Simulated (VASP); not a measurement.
Write the native input for VASP 6.6.1 that does the following.

| Property | Result |
| --- | --- |
| Task | single point |
| Functional | LDA |
| Potentials or basis | VASP PAW LDA potentials, release 64 (Ga_d, Sb) |
| Cutoff | 520 eV |
| k mesh | 6 × 6 × 6 |
| Occupations | gaussian, width 0.1 eV |
| Spin | no spin polarisation |
| Dipole correction | no |
| Further INCAR settings | ALGO = Fast; EDIFF = 1e-07; NBANDS = 16 |

The structure of GaSb lies in POSCAR:

```
GaSb
1.0
   -2.7534340000      2.7534340000      1.5907070000
    2.7534340000     -2.7534340000      1.5907070000
    2.7534340000      2.7534340000     -1.5907070000
Ga Sb
1 1
Direct
    0.2500000000      0.7500000000      0.5000000000
    0.0000000000      0.0000000000      0.0000000000
```

Measurements of this composition are mostly on another form, of space group No. 216.

One way to write it, as run:

INCAR

```
SYSTEM = GaSb
  PREC = Accurate
  ENCUT = 520
  EDIFF = 1E-7
  ISMEAR = 0
  SIGMA = 0.1
  LREAL = .False.
  LASPH = .True.
  NELM = 100
  ALGO = Fast
  ISIF = 2
  LWAVE = .False.
  LCHARG = .True.
  GGA = CA
  LELF = .True.
  LVHAR = .True.
  NBANDS = 16
```

KPOINTS

```
Automatic mesh
0
Gamma
  6 6 6
  0 0 0
```

Potentials or basis: VASP PAW LDA potentials, release 64 (Ga_d, Sb).

Run with:

```console
$ cat potpaw_LDA.64/Ga_d/POTCAR potpaw_LDA.64/Sb/POTCAR > POTCAR
$ mpirun -np 1 vasp_std > vasp.out
```

Results of the run:

| Quantity | Value |
| --- | --- |
| Pressure | -3.9 GPa |
| Band gap on the k mesh | none (metal or under the smearing width) |

Caveat: the k mesh is coarse (spacing up to 0.38 Å⁻¹), so the values aren't converged.

Wall time 14 s on 1 thread of Intel(R) Xeon(R) 6975P-C (Granite Rapids), on a shared host, peak memory 0.16 GiB.
